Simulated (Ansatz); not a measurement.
## Bi$_{2}$Se$_{3}$ (R-3m), a film clamped to a substrate

These are results of DFT PBEsol, scalar-relativistic, plane waves, PAW (Ansatz 0.2.0), not measurements. Settings: plane waves to 420 eV, k-mesh 12×12×12 (Γ-centred), Gaussian smearing 0.03 eV. Spin–orbit coupling is left out, which matters for the heavy elements here. No spin polarisation. Energies are free energies at this smearing, counted from the undisturbed cell; pressure is positive in compression.

The starting cell (as given, not relaxed at this level; it stands at -0.3 GPa):

```
Bi Se
1.0
     2.07150    1.19598    9.54533
    -2.07150    1.19598    9.54533
     0.00000   -2.39196    9.54533
Bi Se
2 3
Direct
  0.40080 0.40080 0.40080
  0.59920 0.59920 0.59920
  0.00000 0.00000 0.00000
  0.21170 0.21170 0.21170
  0.78830 0.78830 0.78830
```

The cell (5 atoms, V0 = 141.89 Å³) is strained by p along both x and y and by q along z, fractional coordinates fixed. τp = (1/V0) ∂E/∂p = (σxx + σyy)(1 + p)(1 + q) and τq = (1/V0) ∂E/∂q = σzz(1 + p)², with tension positive.

```csv
p,q,ΔE (meV/atom),τp (GPa),τq (GPa)
0.000,0.000,0.00,0.67,0.27
-0.040,0.000,39.08,-12.30,-4.30
0.040,0.000,40.99,10.43,3.65
0.000,-0.040,10.91,-3.66,-3.41
0.000,0.040,13.82,4.22,3.57
```

Q: Get the second derivatives of the energy density.

A: Central differences give A = ∂τp/∂p = 284 GPa (C11 + C22 + 2 C12), C = ∂τq/∂q = 87 GPa (C33) and the cross term B = ∂τq/∂p = 99 GPa (C13 + C23); ∂τp/∂q = 99 GPa must equal B, and any difference shows higher-order terms. Steps this large leave an error of some per cent of A or C in all of these, which can swamp a small B. The ions are clamped.

Q: A film of this crystal grows with z along the normal on a substrate that imposes p. How does its thickness respond, and what does the misfit cost?

A: Count p and q from the stress-free cell. A free surface needs τq = 0, so q = −(B/C) p = -1.14 p. The energy density left is (A − B²/C) p²/2 = M p², with the biaxial modulus M = 86 GPa; a misfit of 1 % costs 1.52 meV/atom, against 2.52 meV/atom if the thickness were held.

Forces appear on the atoms along this scan, and letting them relax would lower the energy and soften the response. The gap closes along the scan, which can put kinks into the curve.

Bi$_{2}$Se$_{3}$ resists equal in-plane strain strongly, while a free thickness relieves a substantial part of the misfit energy, lowering it from 2.52 to 1.52 meV/atom at 1 % misfit. This fits a crystal of polar-covalent quintuple layers held together by weak Se–Se contacts, although A also contains C12 and so doesn't isolate the stiffness along a single in-plane axis.

The C33 of 87 GPa is probably well above that of the real crystal. Fixed fractional coordinates stretch the strong Bi–Se bonds and the soft interlayer gap in the same proportion, whereas in a real film the gap would take up most of the normal strain. Since B and C need not soften equally, the ratio of -1.14 could shift either way.

Stretching costs more energy than compression in both directions only because the starting cell is already under slight tension. Measured from the starting stresses, the response is stiffer in compression, as expected from steepening short-range repulsion.
